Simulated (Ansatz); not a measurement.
## TiAl (P4/mmm)

Computed with DFT r2SCAN, scalar-relativistic, plane waves, PAW (Ansatz).

Cutoff 500 eV; k points 14×14×10 on the computed 2-atom cell (Γ-centred); Gaussian smearing, width 0.10 eV; no spin polarisation.

The structure is relaxed at this level of theory with its symmetry kept. Whether it is the stable form of this composition wasn't checked.

Space group P4/mmm (No. 123). a = 2.811 Å, b = 2.811 Å, c = 4.065 Å, α = 90.00°, β = 90.00°, γ = 90.00°
```json
{"atom": "Ti", "site": "1a", "symmetry": "4/mmm", "x": "0.0000", "y": "0.0000", "z": "0.0000"}
{"atom": "Al", "site": "1d", "symmetry": "4/mmm", "x": "0.5000", "y": "0.5000", "z": "0.5000"}
```

| Item | Value |
| --- | --- |
| Space group | P4/mmm (No. 123) |
| Volume per atom | 16.06 Å³ |
| Formation energy from the elements' standard states (uncorrected) | -0.452 eV/atom |
| Generalised Kohn–Sham band gap | none (metal) |
| Density of states at the Fermi level | 1.54 states/eV per cell |
| Löwdin character within 0.5 eV of the Fermi level | Ti 3d 81 %, Al 3p 12 % |
| Bulk modulus | 121 GPa |
| Its pressure derivative | 3.9 |
| Bader charges (e) | Ti (1 in the cell) 0.77, Al (1 in the cell) -0.77 |